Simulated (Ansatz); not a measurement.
# Zr: the cost of one run

Program: Ansatz 0.2.0. Level of theory: DFT PBE, scalar-relativistic, plane waves, PAW. These are calculated values, not measurements.

1 further run of the same task is left out (set aside as unsound or not needed).

**1. Starting point**

The structure is hexagonal, space group P6_3/mmc (No. 194). Conventional cell: a = 3.234 Å, b = 3.234 Å, c = 5.167 Å, α = 90.00°, β = 90.00°, γ = 120.00°. Zr (site symmetry -6m2) has 12 Zr at 3.19 to 3.23 Å as nearest neighbours.

As a file:

```cif
data_structure
_symmetry_space_group_name_H-M 'P6_3/mmc'
_symmetry_Int_Tables_number 194
_cell_length_a 3.2336
_cell_length_b 3.2336
_cell_length_c 5.1675
_cell_angle_alpha 90.000
_cell_angle_beta 90.000
_cell_angle_gamma 120.000
_cell_volume 46.79
loop_
_atom_site_label
_atom_site_type_symbol
_atom_site_symmetry_multiplicity
_atom_site_Wyckoff_symbol
_atom_site_fract_x
_atom_site_fract_y
_atom_site_fract_z
_atom_site_occupancy
Zr1 Zr 2 c 0.33333 0.66667 0.25000 1
```

This cell was relaxed beforehand with the same method: volume 23.40 Å³/atom, gap on the mesh none (metal).

**2. Static run: bands, density of states and charges**

File input.yaml:

```yaml
crystal:
  lattice:
    - [3.2336261668, 0.0, 0.0]
    - [-1.6168130834, 2.8004024068, 0.0]
    - [0.0, 0.0, 5.1674939366]
  atoms:
    - { symbol: Zr, position: [0.3333333333, 0.6666666667, 0.25] }
    - { symbol: Zr, position: [0.6666666667, 0.3333333333, 0.75] }
basis:
  ecutwfc: 420
kpoints:
  mp_grid: { grid: [18, 18, 8] }
  band_path:
    path:
      - [[0.0, 0.0, 0.0], [0.5, 0.0, 0.0], [0.33333333, 0.33333333, 0.0], [0.0, 0.0, 0.0], [0.0, 0.0, 0.5], [0.5, 0.0, 0.5], [0.33333333, 0.33333333, 0.5], [0.0, 0.0, 0.5]]
      - [[0.5, 0.0, 0.5], [0.5, 0.0, 0.0]]
      - [[0.33333333, 0.33333333, 0.5], [0.33333333, 0.33333333, 0.0]]
    npoints: 14
hamiltonian:
  xc: pbe
scf:
  occupations: { method: gaussian, width: 0.1 }
  n_extra_bands: 6
output:
  forces: true
  stress: true
  eigenvalues: true
  populations: true
  dos: { projected: true, de: 0.02, nscf_kmesh: { grid: [27, 27, 12] } }
  bader: true
  write_density: true
  write_potential: true
  elf: true
  volumetric_format: npy
```

On the command line:

```
$ ansatz run input.yaml --threads 1 --pin off --max-ram 2560MiB --backend cpu --events-out ev --progress --plain --runs-dir out
```

**Question.** How long does this run take on 1 thread of Arm Neoverse V2, shared host, and how much memory does it need?

About 22 s, with a peak of 0.49 GiB.
